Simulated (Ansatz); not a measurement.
# Al2Ru: the cost of one run

Method: DFT r2SCAN, scalar-relativistic, plane waves, PAW, in Ansatz 0.2.0.

2 further runs of the same task are left out: 2 set aside as unsound or not needed.

## 1. The system as given

Symmetry: I4/mmm, No. 139, tetragonal system. Conventional cell: a = 3.122 Å, b = 3.122 Å, c = 8.445 Å, α = 90.00°, β = 90.00°, γ = 90.00°. Around Al (site symmetry 4mm) lie 5 Ru at 2.58 to 2.88 Å and 5 Al at 2.69 Å. Ru (site symmetry 4/mmm) is surrounded by 10 Al at 2.58 to 2.88 Å.

Coordinates:

```
Al Ru
1.0
     3.12182    0.00000    0.00000
     0.00000    3.12182    0.00000
     0.00000    0.00000    8.44498
Al Ru
4 2
Direct
  0.50000 0.50000 0.15909
  0.00000 0.00000 0.34091
  0.00000 0.00000 0.65909
  0.50000 0.50000 0.84091
  0.00000 0.00000 0.00000
  0.50000 0.50000 0.50000
```

It goes back to an entry of the Materials Project, which need not be the stable form.

## 2. Reference cell for the strains

The input, input.yaml:

```yaml
crystal:
  lattice:
    - [3.1218205101, 0.0, 0.0]
    - [0.0, 3.1218205101, 0.0]
    - [0.0, 0.0, 8.4449834049]
  atoms:
    - { symbol: Al, position: [0.5, 0.5, 0.1590940356] }
    - { symbol: Al, position: [0.0, 0.0, 0.3409059644] }
    - { symbol: Al, position: [0.0, 0.0, 0.6590940356] }
    - { symbol: Al, position: [0.5, 0.5, 0.8409059644] }
    - { symbol: Ru, position: [0.0, 0.0, 0.0] }
    - { symbol: Ru, position: [0.5, 0.5, 0.5] }
basis:
  ecutwfc: 500
kpoints:
  mp_grid: { grid: [12, 12, 4] }
hamiltonian:
  xc: r2scan
scf:
  occupations: { method: gaussian, width: 0.1 }
output:
  forces: true
  stress: true
  eigenvalues: true
  write_density: true
  write_potential: true
  elf: true
  volumetric_format: npy
```

On the command line:

```bash
ansatz run input.yaml --threads 1 --pin off --max-ram 2560MiB --backend cpu --events-out ev --progress --plain --runs-dir out
```

Q: Estimate wall time and peak memory on 1 thread of Intel Xeon Platinum 8375C at 2.90GHz (Ice Lake), shared host.

About 28 s, with a peak of 0.66 GiB.
